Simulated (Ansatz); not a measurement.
**In2Se2 bilayer (AA') in a perpendicular field**

What dipole does a perpendicular field induce in the In2Se2 bilayer (AA'), and does the gap follow? A positive field points along +c.

Method: plane-wave DFT, PBE-D3(BJ), Ansatz PAW, in Ansatz 0.2.0.

### Step 1. Starting point

The cell holds 8 atoms: 4 Se and 4 In. Its edges and angles: a = 4.134 Å, b = 4.134 Å, c = 57.786 Å, α = 90.0°, β = 90.0°, γ = 120.0°. Regions: layer 1: In2Se2, 4 atoms (2 Se and 2 In); layer 2: In2Se2, 4 atoms (2 Se and 2 In). Vacuum lies along c.

### Step 2. Relaxing the slab

The starting cell is a guess, so the in-plane lattice and the atoms are relaxed first, with the slab cut off from its images along the normal.

input.yaml

```yaml
crystal:
  lattice:
    - [4.134, 0.0, 0.0]
    - [-2.067, 3.5801490192, 0.0]
    - [0.0, 0.0, 57.7858189278]
  atoms:
    - { symbol: Se, position: [0.3333333333, 0.6666666667, 0.3841773018] }
    - { symbol: In, position: [0.0, 0.0, 0.4041035528] }
    - { symbol: In, position: [0.0, 0.0, 0.453250559] }
    - { symbol: Se, position: [0.3333333333, 0.6666666667, 0.47317681] }
    - { symbol: Se, position: [0.0, 0.0, 0.52682319] }
    - { symbol: In, position: [0.3333333333, 0.6666666667, 0.546749441] }
    - { symbol: In, position: [0.3333333333, 0.6666666667, 0.5958964472] }
    - { symbol: Se, position: [0.0, 0.0, 0.6158226982] }
  periodic: [true, true, false]
kpoints:
  mp_grid: { grid: [12, 12, 1] }
hamiltonian:
  xc: pbe
  dispersion: d3bj
scf:
  occupations: { method: fermi_dirac, width: 0.05 }
  convergence: { dr2_threshold: 1.0e-09 }
relax:
  f_tol: 0.004
  max_steps: 90
  cell: {}
output:
  write_potential: true
  write_density: true
  volumetric_format: npy
```

The run is started by

```sh
ansatz run input.yaml --threads 4 --pin off --max-ram 8192MiB --backend cpu --events-out ev --progress --plain --runs-dir out
```

Numbers of over 12 decimals in the logs are rounded to 6 here.

Log:

```text
Warning: relax.cell: scf.convergence.dr2_threshold = 1e-9 eV is looser than the 1.46279956143e-10 eV advised for a relaxation that steers and ends on the stress (1e-10 eV for each atom of the cell: 8, times the square of relax.cell.stress_2d_tol = 0.05 N/m over 23.4 Å (the atoms' height at the walk's start and 5 Å past either face), 2.138e-2 GPa, over a crystal's default 0.05). What an SCF threshold leaves in a stress goes as its square root, and in the free energy as the threshold itself, and one threshold admits the most on a small cell: [figures from the program's tests cut] Set scf.convergence.dr2_threshold to 1.46279956143e-10 eV or tighter. [rest of the remark cut]
Engine: ansatz 0.2.0, x86_64-unknown-linux-gnu
Pseudopotentials: kind: paw
Pseudopotential: Se, paw, valence charge 16, recommended cutoff 420 eV (normal), Se.paw.azcp
Pseudopotential: In, paw, valence charge 13, recommended cutoff 420 eV (normal), In.paw.azcp
Functional definition: PBE
  parameter kappa = 0.804
  parameter beta = 0.066725
  exchange = pbe_x(kappa = kappa, mu = beta*pi^2/3)
  correlation = pbe_c(beta = beta)
Crystal: 8 atoms, lattice volume = 855.250 Å³
Basis set: ecut = 420 eV, 16537 PW (Γ), exchange–correlation on 60×60×800 points (8 copies of the dense FFT grid, shifted against one another)
Bands: 70, of which v1, the nominal top of the filled ones, is band 58 counted from 1 (57 counted from 0)
Symmetry: 12 space group operations
Space group: P-3m1 (ITA 164), of the structure as read, at distance tolerance 9.5e-5 Å
k-points: 19 of 144
Non-local potential: Se, projectors of the file, l = 0: 2, l = 1: 2, l = 2: 3, l = 3: 1
Non-local potential: In, projectors of the file, l = 0: 2, l = 1: 2, l = 2: 2, l = 3: 2
PAW form: soft (Blöchl's): semilocal exchange-correlation on the pseudo side does not see the compensation charge
PAW one-centre angular grid: Se, 590 points (default); XC on 64 Gauss nodes
PAW one-centre angular grid: In, 590 points (default); XC on 64 Gauss nodes
Initial density: superposition of atomic densities (neutral atoms: chi_scale 0, normalization atom), corrected by the library's trained network
Initial wavefunctions: pseudopotential atomic-orbital guess
Functional: x = pbe(κ = 0.804, μ = 0.219515), c = pbe(β = 0.066725)
SCF iter   1: F=—  HF=-44273.732646 eV  |F-HF|=—  |Δ(HF+E_count)|=         —  Δρ=1.09e-3  dr2=3.86e-2  ethr=1.77e-3  ⟨swp⟩=10.8  Hψ=6725  notcnv=0  defer=29
preconditioner: auto → Resta (q_TF=auto, 1.956 Å⁻¹)  ε∞=1.6  [insulator: Δε(μ)=0.525 eV  Ē_g=13.854 eV  σ=0.050 eV  W_gap=0.98  n_scr=124 (ndim 8)  ℏωp=11.1 eV  f_vac=0.709  D(μ)=0.01/eV (n_scr^D=0)  ε∞_Penn≈1.6  vacuum switching on, ρ_ref=1.4e-2 e/Å³]
SCF iter   2: F=—  HF=-44273.738014 eV  |F-HF|=—  |Δ(HF+E_count)|=   5.37e-3  Δρ=8.40e-4  dr2=8.27e-2  ethr=3.33e-5  ⟨swp⟩=3.2  Hψ=2663  notcnv=0  defer=122
SCF iter   3: F=—  HF=-44273.730537 eV  |F-HF|=—  |Δ(HF+E_count)|=   7.48e-3  Δρ=4.15e-4  dr2=1.35e-2  ethr=3.33e-5  ⟨swp⟩=2.1  Hψ=1496  notcnv=0  defer=122
SCF iter   4: F=—  HF=-44273.729478 eV  |F-HF|=—  |Δ(HF+E_count)|=   1.06e-3  Δρ=1.83e-4  dr2=3.41e-4  ethr=1.16e-5  ⟨swp⟩=2.8  Hψ=1439  notcnv=0  defer=122
SCF iter   5: F=—  HF=-44273.729809 eV  |F-HF|=—  |Δ(HF+E_count)|=   3.31e-4  Δρ=7.23e-5  dr2=6.12e-5  ethr=2.94e-7  ⟨swp⟩=3.4  Hψ=2680  notcnv=0  defer=122
SCF iter   6: F=—  HF=-44273.729858 eV  |F-HF|=—  |Δ(HF+E_count)|=   4.83e-5  Δρ=2.63e-5  dr2=8.14e-6  ethr=5.28e-8  ⟨swp⟩=2.5  Hψ=2155  notcnv=0  defer=122
SCF iter   7: F=—  HF=-44273.729818 eV  |F-HF|=—  |Δ(HF+E_count)|=   3.98e-5  Δρ=1.00e-5  dr2=1.24e-6  ethr=7.01e-9  ⟨swp⟩=2.7  Hψ=2190  notcnv=0  defer=122
SCF iter   8: F=—  HF=-44273.729818 eV  |F-HF|=—  |Δ(HF+E_count)|=   2.11e-7  Δρ=2.01e-6  dr2=6.24e-8  ethr=1.07e-9  ⟨swp⟩=3.0  Hψ=2377  notcnv=0  defer=122
SCF iter   9: F=—  HF=-44273.729818 eV  |F-HF|=—  |Δ(HF+E_count)|=   1.16e-9  Δρ=6.46e-7  dr2=7.37e-9  ethr=5.38e-11  ⟨swp⟩=3.0  Hψ=2477  notcnv=0  defer=122
SCF iter  10: F=-44273.729818 eV  HF=-44273.729818 eV  |F-HF|=7.86e-10  |Δ(HF+E_count)|=   4.66e-9  Δρ=2.12e-7  dr2=4.35e-10  ethr=1.00e-12  ⟨swp⟩=8.8  Hψ=10061  notcnv=0
SCF 1 converged in 10 iterations: F = -44273.729818 eV  dr2 = 4.35e-10
  greatest PAW one-centre occupation: 1.000 electrons in one spin orbital (limit 2), on the Se atom at site 4 (counted from 0), in its partial waves of l = 2
relax step   1: F+E_penalty+E_count = -44273.72981812 eV  Δ(F+E_penalty+E_count) = +0.000e0 eV  max|allowed force component| = 6.258e-1 eV/Å  Δτ_max = 0.0000 Å  P = -0.457 N/m  Ω = 855.250 Å³  fix = [c, alpha, beta]  reactions: c +0.000 N/m  (10 SCF iters, accepted)
Crystal: 8 atoms, lattice volume = 820.135 Å³
Basis set: ecut = 420 eV, 16081 PW (Γ), exchange–correlation on 60×60×800 points (8 copies of the dense FFT grid, shifted against one another)
Initial density: handed on by an earlier stage of this run
Initial wavefunctions: those handed on with the density
iter 1 solved again at ethr=1.99e-4 eV; its pass at ethr=3.10e-3 eV (dr2=2.31e-1 eV) is discarded
SCF iter   1: F=—  HF=-44273.678889 eV  |F-HF|=—  |Δ(HF+E_count)|=         —  Δρ=3.82e-3  dr2=2.31e-1  ethr=1.99e-4  ⟨swp⟩=4.6  Hψ=7645  notcnv=0  defer=1
preconditioner: auto → Resta (q_TF=auto, 1.969 Å⁻¹)  ε∞=1.7  [insulator: Δε(μ)=1.119 eV  Ē_g=13.702 eV  σ=0.050 eV  W_gap=1.00  n_scr=126 (ndim 8)  ℏωp=11.3 eV  f_vac=0.705  D(μ)=0.00/eV (n_scr^D=0)  ε∞_Penn≈1.7  vacuum switching on, ρ_ref=1.4e-2 e/Å³]
SCF iter   2: F=—  HF=-44273.635192 eV  |F-HF|=—  |Δ(HF+E_count)|=   4.37e-2  Δρ=2.32e-3  dr2=9.44e-2  ethr=1.99e-4  ⟨swp⟩=4.9  Hψ=2198  notcnv=0  defer=1
SCF iter   3: F=—  HF=-44273.623690 eV  |F-HF|=—  |Δ(HF+E_count)|=   1.15e-2  Δρ=1.19e-3  dr2=4.29e-2  ethr=8.14e-5  ⟨swp⟩=3.6  Hψ=2167  notcnv=0  defer=64
SCF iter   4: F=—  HF=-44273.624612 eV  |F-HF|=—  |Δ(HF+E_count)|=   9.22e-4  Δρ=8.95e-4  dr2=5.60e-2  ethr=3.70e-5  ⟨swp⟩=2.9  Hψ=1882  notcnv=0  defer=96
SCF iter   5: F=—  HF=-44273.618833 eV  |F-HF|=—  |Δ(HF+E_count)|=   5.78e-3  Δρ=3.46e-4  dr2=4.46e-3  ethr=3.70e-5  ⟨swp⟩=2.2  Hψ=1477  notcnv=0  defer=98
SCF iter   6: F=—  HF=-44273.619098 eV  |F-HF|=—  |Δ(HF+E_count)|=   2.65e-4  Δρ=1.49e-4  dr2=6.61e-4  ethr=3.85e-6  ⟨swp⟩=2.3  Hψ=2019  notcnv=0  defer=98
SCF iter   7: F=—  HF=-44273.618997 eV  |F-HF|=—  |Δ(HF+E_count)|=   1.02e-4  Δρ=7.12e-5  dr2=1.82e-4  ethr=5.70e-7  ⟨swp⟩=2.3  Hψ=1511  notcnv=0  defer=98
SCF iter   8: F=—  HF=-44273.618960 eV  |F-HF|=—  |Δ(HF+E_count)|=   3.61e-5  Δρ=2.04e-5  dr2=1.22e-5  ethr=1.57e-7  ⟨swp⟩=3.1  Hψ=1963  notcnv=0  defer=98
[...]
SCF 3 converged in 10 iterations: F = -44273.859216 eV  dr2 = 4.66e-10
relax step   3: F+E_penalty+E_count = -44273.85921557 eV  Δ(F+E_penalty+E_count) = -1.294e-1 eV  max|allowed force component| = 7.095e-2 eV/Å  Δτ_max = 0.0913 Å  P = -1.452 N/m  Ω = 835.965 Å³  energy of the carried Pulay correction = +1.001e-3 eV  fix = [c, alpha, beta]  reactions: c -0.000 N/m  (10 SCF iters, accepted)
[...]
relax step   4: F+E_penalty+E_count = -44273.87999011 eV  Δ(F+E_penalty+E_count) = -2.077e-2 eV  max|allowed force component| = 1.109e-1 eV/Å  Δτ_max = 0.0971 Å  P = -0.948 N/m  Ω = 820.099 Å³  energy of the carried Pulay correction = +1.853e-3 eV  fix = [c, alpha, beta]  reactions: c -0.000 N/m  (10 SCF iters, accepted)
[...]
relax step   5: F+E_penalty+E_count = -44273.88457870 eV  Δ(F+E_penalty+E_count) = -4.589e-3 eV  max|allowed force component| = 4.162e-3 eV/Å  Δτ_max = 0.0067 Å  P = -0.014 N/m  Ω = 812.673 Å³  energy of the carried Pulay correction = +2.262e-3 eV  fix = [c, alpha, beta]  reactions: c -0.000 N/m  (9 SCF iters, accepted)
[...]
relax step   6: F+E_penalty+E_count = -44273.88459405 eV  Δ(F+E_penalty+E_count) = -1.536e-5 eV  max|allowed force component| = 2.888e-3 eV/Å  Δτ_max = 0.0047 Å  P = +0.004 N/m  Ω = 812.469 Å³  energy of the carried Pulay correction = +2.273e-3 eV  fix = [c, alpha, beta]  reactions: c +0.000 N/m  (8 SCF iters, accepted)
Basis set: ecut = 420 eV, 15937 PW (Γ), exchange–correlation on 54×54×800 points (8 copies of the dense FFT grid, shifted against one another)
Initial wavefunctions: pseudopotential atomic-orbital guess (no wavefunctions were taken with the density)
iter 1 solved again at ethr=2.09e-7 eV; its pass at ethr=3.10e-3 eV (dr2=2.42e-4 eV) is discarded
SCF iter   1: F=—  HF=-44273.882385 eV  |F-HF|=—  |Δ(HF+E_count)|=         —  Δρ=3.94e-5  dr2=2.27e-6  ethr=2.09e-7  ⟨swp⟩=5.4  Hψ=11921  notcnv=0
preconditioner: auto → Resta (q_TF=auto, 1.972 Å⁻¹)  ε∞=1.7  [insulator: Δε(μ)=1.083 eV  Ē_g=13.852 eV  σ=0.050 eV  W_gap=1.00  n_scr=126 (ndim 8)  ℏωp=11.4 eV  f_vac=0.702  D(μ)=0.00/eV (n_scr^D=0)  ε∞_Penn≈1.7  vacuum switching on, ρ_ref=1.4e-2 e/Å³]
SCF iter   2: F=—  HF=-44273.882407 eV  |F-HF|=—  |Δ(HF+E_count)|=   2.17e-5  Δρ=1.85e-5  dr2=5.07e-7  ethr=1.96e-9  ⟨swp⟩=2.9  Hψ=3082  notcnv=0
SCF iter   3: F=—  HF=-44273.882408 eV  |F-HF|=—  |Δ(HF+E_count)|=   5.82e-7  Δρ=4.59e-6  dr2=1.17e-7  ethr=4.37e-10  ⟨swp⟩=2.7  Hψ=2277  notcnv=0
SCF iter   4: F=—  HF=-44273.882408 eV  |F-HF|=—  |Δ(HF+E_count)|=   7.36e-8  Δρ=2.15e-6  dr2=4.18e-7  ethr=1.01e-10  ⟨swp⟩=3.4  Hψ=2697  notcnv=0  recentre
SCF iter   5: F=—  HF=-44273.882408 eV  |F-HF|=—  |Δ(HF+E_count)|=   4.28e-8  Δρ=7.35e-7  dr2=2.23e-8  ethr=1.01e-10  ⟨swp⟩=2.1  Hψ=1510  notcnv=0
SCF iter   6: F=-44273.882408 eV  HF=-44273.882408 eV  |F-HF|=5.97e-10  |Δ(HF+E_count)|=  9.60e-10  Δρ=3.04e-7  dr2=3.76e-10  ethr=1.00e-12  ⟨swp⟩=14.3  Hψ=10743  notcnv=0
SCF 7 converged in 6 iterations: F = -44273.882408 eV  dr2 = 3.76e-10
relax step   7: F+E_penalty+E_count = -44273.88240777 eV  Δ(F+E_penalty+E_count) = +2.186e-3 eV  max|allowed force component| = 3.088e-3 eV/Å  Δτ_max = 0.0000 Å  P = -0.000 N/m  Ω = 812.469 Å³  fix = [c, alpha, beta]  reactions: c -0.000 N/m  stress off target by 2.36e-4 N/m on what of the cell is left free  SCF on the basis re-selected at this cell (its energy is not comparable with the rows above)  (6 SCF iters)
basis re-selected at this cell: Δ(F+E_penalty+E_count) = +2.186e-3 eV, ΔP = -0.004 N/m vs the last step (what re-selecting the basis moved, of the pressure what is left beyond the Pulay correction that the steps carried, after the strain that the cell walked since its last selection, with what the two solves' SCF thresholds leave and, on support functions, any second-order correction that the steps lacked; it is no measure of the basis error at this ecutwfc). The dense FFT grid was sized anew with the basis: this SCF ran on 27×27×400 points, the steps before it on 30×30×400, so part of this shift can come from that change (see relax.cell in the input reference). [rest of the remark cut]
WARN: The output density's exchange-correlation potential varies sharply where the density is thin. Do not read a vacuum level from v_tot or v_xc, or from such a field of the output density. On a cell that repeats whose density bears no net charge and no dipole along the vacuum's axis use v_es (v_loc + v_h of the components); under efield.dipole_correction with no amplitude use v_es + v_field, which holds any externa [...]
SCF converged after 6 iterations
Free energy (F): -44273.882408 eV
Harris-Foulkes:  -44273.882408 eV  (|F-HF|=5.97e-10)
Internal energy: -44273.882407 eV  (E = F + TS)
E sigma→0 (E₀):  -44273.882407 eV
Entropy (-TS):   -0.000001 eV (-0.000 meV/atom)
Fermi energy:    -5.059495 eV
--- Per-component energies (eV) ---
  E_band       = -3272.107764
  E_kinetic    = 1444.159783
  E_local      = -790839.202907  (includes V_loc(G=0)·N_el)
  E_nonlocal   = -914.108315
  E_hartree    = 394081.900224
  E_xc         = -1276.800348
  E_vxc        = -788.095572  (∫ρ·V_xc dr)
  E_paw        = -24265.529793  (= ΣΔE_a)
  E_vpaw       = -338.657597  (= ΣTr[D̂ρ^β])
  E_aug_tail   = -0.002307  (compensation charges beyond the density's cutoff)
  E_ewald      = 377497.765923
  E_disp       = -2.064668  (pairwise vdW)
  E_smearing   = -0.000001  (= −TS)
  E_closure    = -0.000000  (closes the sum)
  Σ components = -44273.882408   (vs F -44273.882408, Δ=0.00e0)
--- Forces (eV/Å), atoms counted from 1 ---
  atom   1  Se     0.00000000     0.00000000    -0.00132403
  atom   2  In     0.00000000    -0.00000000    -0.00014010
  atom   3  In     0.00000000    -0.00000000     0.00040116
  atom   4  Se     0.00000000     0.00000000     0.00308842
  atom   5  Se    -0.00000000    -0.00000000    -0.00308842
  atom   6  In     0.00000000     0.00000000    -0.00040116
  atom   7  In     0.00000000     0.00000000     0.00014010
  atom   8  Se     0.00000000    -0.00000000     0.00132403
  max |Σ_I F_I| component: 2.31e-18 eV/Å
--- 2D stress c σ (N/m, compression-positive) ---
       -0.000236      -0.000000       0.000000
       -0.000000      -0.000236      -0.000000
        0.000000      -0.000000      -0.000000
  P = ½ c Tr σ = -0.0002 N/m
--- Band table (eV; the first three rows and the last of 19) ---
  k-point 0: bands = [... 54 lower, -6.4040, -6.3488, -6.3488, -5.7234, -4.5840, -3.8933, -3.1382, -3.1102, ... 8 higher]
  k-point 1: bands = [... 54 lower, -6.4834, -6.4186, -6.2165, -5.6668, -4.1668, -3.6459, -2.7661, -2.7566, ... 8 higher]
  k-point 2: bands = [... 54 lower, -6.6860, -6.6024, -6.1416, -5.7115, -3.5540, -3.3015, -2.5617, -2.3994, ... 8 higher]
  k-point 18: bands = [... 54 lower, -7.3794, -7.3794, -6.9312, -6.9312, -3.5917, -3.2966, -2.9016, -2.9016, ... 8 higher]
  the weakly bound empty levels are not read free of the cell's end (no_gap_told)
--- Relaxed structure (6 steps of the walk, 5 accepted, 1 SCFs on fresh bases) ---
  F+E_penalty+E_count = -44273.88240777 eV   max|allowed force component| = 3.088e-3 eV/Å   (the final SCF, on the basis selected at the relaxed cell)
  cell:  # Å, volume = 812.4686 Å³
    - [4.029279, 0.0, 0]
    - [-2.014639, 3.489458, 0]
    - [0, 0, 57.7858189278]
  atoms:
    - { symbol: Se, position: [0.333333, 0.666667, 0.380767] }
    - { symbol: In, position: [9.251858539620035e-18, -5.08852219630634e-17, 0.403145] }
    - { symbol: In, position: [9.251858539620035e-18, -5.08852219630634e-17, 0.451499] }
    - { symbol: Se, position: [0.333333, 0.666667, 0.473807] }
    - { symbol: Se, position: [9.251858539620035e-18, -5.08852219630634e-17, 0.526193] }
    - { symbol: In, position: [0.333333, 0.666667, 0.548501] }
    - { symbol: In, position: [0.333333, 0.666667, 0.596855] }
    - { symbol: Se, position: [9.251858539620035e-18, -5.08852219630634e-17, 0.619233] }
```

Run time: 97 s. Hardware: 4 threads of Intel Xeon Platinum 8488C (Sapphire Rapids), shared host; peak memory 2.2 GiB.

The steps of the relaxation:

| step | energy less that of the first step (eV) | largest force component (eV/Å) | volume (Å³) |
| --- | --- | --- | --- |
| 1 | 0.0000 | 0.6258 | 855.25 |
| 2 | 0.1109 | 1.4467 | 820.14 |
| 3 | -0.1294 | 0.0710 | 835.97 |
| 4 | -0.1502 | 0.1109 | 820.10 |
| 5 | -0.1548 | 0.0042 | 812.67 |
| 6 | -0.1548 | 0.0029 | 812.47 |
| 7* | -0.1526 | 0.0031 | 812.47 |

Relaxation steps marked * repeat the geometry before them on a plane-wave basis chosen anew for their cell, so energy and pressure can jump there. Relaxation step 2 was tried and not accepted.

Forces are held to the 12 operations that the run works with; a distortion that breaks them can't arise in this run.

| cell as run | before | after | change |
| --- | --- | --- | --- |
| a (Å) | 4.134 | 4.029 | -2.5 % |
| b (Å) | 4.134 | 4.029 | -2.5 % |

The atoms that moved most (Å, along periodic axes as changes of fractional coordinates times the final cell, across vacuum about the mean position):

| atom | dx | dy | dz | length |
| --- | --- | --- | --- | --- |
| Se1 | 0.000 | 0.000 | -0.197 | 0.197 |
| Se8 | 0.000 | 0.000 | 0.197 | 0.197 |
| In3 | 0.000 | 0.000 | -0.101 | 0.101 |
| In6 | 0.000 | 0.000 | 0.101 | 0.101 |
| In7 | 0.000 | 0.000 | 0.055 | 0.055 |
| In2 | 0.000 | 0.000 | -0.055 | 0.055 |
| Se5 | 0.000 | 0.000 | -0.036 | 0.036 |
| Se4 | 0.000 | 0.000 | 0.036 | 0.036 |

The relaxed structure:

```cif
data_structure
_symmetry_space_group_name_H-M 'P 1'
_symmetry_Int_Tables_number 1
_cell_length_a 4.0293
_cell_length_b 4.0293
_cell_length_c 57.7858
_cell_angle_alpha 90.000
_cell_angle_beta 90.000
_cell_angle_gamma 120.000
_cell_volume 812.47
loop_
_atom_site_label
_atom_site_type_symbol
_atom_site_fract_x
_atom_site_fract_y
_atom_site_fract_z
_atom_site_occupancy
Se1 Se 0.33333 0.66667 0.38077 1
In2 In 0.00000 0.00000 0.40315 1
In3 In 0.00000 0.00000 0.45150 1
Se4 Se 0.33333 0.66667 0.47381 1
Se5 Se 0.00000 0.00000 0.52619 1
In6 In 0.33333 0.66667 0.54850 1
In7 In 0.33333 0.66667 0.59685 1
Se8 Se 0.00000 0.00000 0.61923 1
```

The lattice constant a goes from 4.134 to 4.029 Å.

(Part 1 of 3 ends here.)

[Logs are printed without paths, hosts, clocks, repeated set-up lines and the standing remarks that a program may print on its own settings, such as how far it seeks lower states.]

[Hosts, paths, dates, database ids (printed as entryN), source tags and the programs' standing remarks are cut or masked in the printed files.]

[Maps of the electrostatic potential energy from Ansatz leave out the sawtooth potential of an applied field or a dipole correction, so their vacuum need not be flat; planar profiles and work functions include it.]
